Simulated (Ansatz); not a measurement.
# CuO: the cost of one run

Computed with Ansatz 0.2.0 (DFT PBEsol, scalar-relativistic, plane waves, PAW, unless a step's input says otherwise).

2 further runs of the same task are left out: 2 set aside as unsound or not needed.

## Step 1: Starting point

Symmetry: Cccm, No. 66, orthorhombic system. Conventional cell: a = 4.087 Å, b = 4.099 Å, c = 5.092 Å, α = 90.00°, β = 90.00°, γ = 90.00°. Cu (site symmetry 2/m) has 4 O at 1.93 Å as nearest neighbours. O (site symmetry 222) has 4 Cu at 1.93 Å as nearest neighbours.

As a file:

```
Cu O
1.0
    -2.89402    0.01546    0.00397
    -0.02381   -2.89393    0.00395
     0.02069    0.02047   10.18478
Cu O
4 4
Direct
  0.50000 0.00000 0.25000
  0.50000 0.00000 0.75000
  0.00000 0.50000 0.00000
  0.00000 0.50000 0.50000
  0.99974 0.00026 0.12500
  0.99974 0.00026 0.62500
  0.00026 0.99974 0.37500
  0.00026 0.99974 0.87500
```

It goes back to an entry of the Materials Project.

It is built from the cell relaxed beforehand with the same method (10.66 Å³/atom).

## Step 2: The undisturbed cell

input.yaml

```yaml
crystal:
  lattice:
    - [-2.8940162007, 0.015464107, 0.0039743499]
    - [-0.0238068018, -2.8939275578, 0.0039500604]
    - [0.0206929406, 0.020471014, 10.1847783107]
  atoms:
    - { symbol: Cu, position: [0.5, 0.0, 0.25] }
    - { symbol: Cu, position: [0.5, 0.0, 0.75] }
    - { symbol: Cu, position: [1.0, 0.5, 0.0] }
    - { symbol: Cu, position: [1.0, 0.5, 0.5] }
    - { symbol: O, position: [0.9997442937, 0.0002612648, 0.1250001854] }
    - { symbol: O, position: [0.9997442937, 0.0002612648, 0.6250001854] }
    - { symbol: O, position: [0.0002557063, 0.9997387352, 0.3749998146] }
    - { symbol: O, position: [0.0002557063, 0.9997387352, 0.8749998146] }
basis:
  ecutwfc: 420
kpoints:
  mp_grid: { grid: [16, 16, 5] }
hamiltonian:
  xc: pbesol
scf:
  occupations: { method: gaussian, width: 0.15 }
output:
  forces: true
  stress: true
  eigenvalues: true
```

Command:

```bash
> ansatz run input.yaml --threads 2 --pin off --max-ram 5120MiB --backend cpu --events-out ev --progress --plain --runs-dir out
```

What time and memory should one allow on 2 threads of Arm Neoverse V2, shared host?

About 78 s, with a peak of 2 GiB.
